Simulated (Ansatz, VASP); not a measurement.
# Two plane-wave programs on Al5P

```
Al P
1.0
     0.00000    3.72009    3.72009
     3.72009    0.00000    3.72009
     3.72009    3.72009    0.00000
Al P
5 1
Direct
  0.75000 0.75000 0.75000
  0.37553 0.37553 0.87342
  0.37553 0.87342 0.37553
  0.37553 0.37553 0.37553
  0.87342 0.37553 0.37553
  0.00000 0.00000 0.00000
```

Change from the starting cell: species swapped into the ZrCu5 type (F-43m, No. 216).

Alike in both runs: functional PBE; k mesh 4 × 4 × 4; occupations gaussian, width 0.1 eV; no spin polarisation.

Ansatz relaxed the structure, and its values are those at the end. VASP's run is a single point on that final structure, the one shown.

```csv
,VASP,Ansatz
version,VASP 6.6.1,Ansatz 0.2.0
potentials or method,"VASP PAW PBE potentials, release 64 (Al, P)","scalar-relativistic, plane waves, PAW"
plane-wave cutoff (eV),520,420
valence electrons in the cell,20,20
```

```csv
,VASP,Ansatz,Ansatz less VASP
gap on the k mesh at the Fermi level (eV),none,none,-
pressure (GPa),0.1,0.1,+0.03
```

A gap of «none» marks a metal or a gap that the smearing closes. With one functional, cell and mesh, what is left measures potentials, basis and numerics.

Caveats: the k mesh is coarse (spacing up to 0.37 Å⁻¹), so the values aren't converged.
